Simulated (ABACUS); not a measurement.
The system is CdTe.

```
Te Cd
1.0
     0.00000    3.20500    3.20500
     3.20500    0.00000    3.20500
     3.20500    3.20500    0.00000
Te Cd
1 1
Direct
  0.75000 0.75000 0.75000
  0.00000 0.00000 0.00000
```

Base run:

| Item | Value |
| --- | --- |
| Program | ABACUS 3.10.1 |
| Functional | BP86 |
| Potentials or basis | SG15 ONCV 1.2 PBE |
| Cutoff | 1401 eV |
| Density cutoff | 5606 eV |
| Basis | plane waves |
| k mesh | 6 × 6 × 6 |
| Occupations | fermi-dirac, width 0.05 eV |
| Spin | no spin polarisation |

Its results: band gap on the k mesh 0.83 eV, direct; pressure 4.3 GPa.

Problem. The run is repeated on the same cell with these changes: functional from BP86 to SCAN; cutoff from 1401 eV to 1619 eV; density cutoff from 5606 eV to 6476 eV; k mesh from 6 × 6 × 6 to 4 × 4 × 4. What comes out?

Solution. Band gap on the k mesh 1.11 eV, direct; pressure 1.8 GPa.

Several settings changed at once, so the effect can't be laid on one alone.

Caveats: some runs use coarse meshes; the potentials were made for another functional, which shifts forces and pressure; spin-orbit coupling is left out, which moves the levels of the heavy elements.

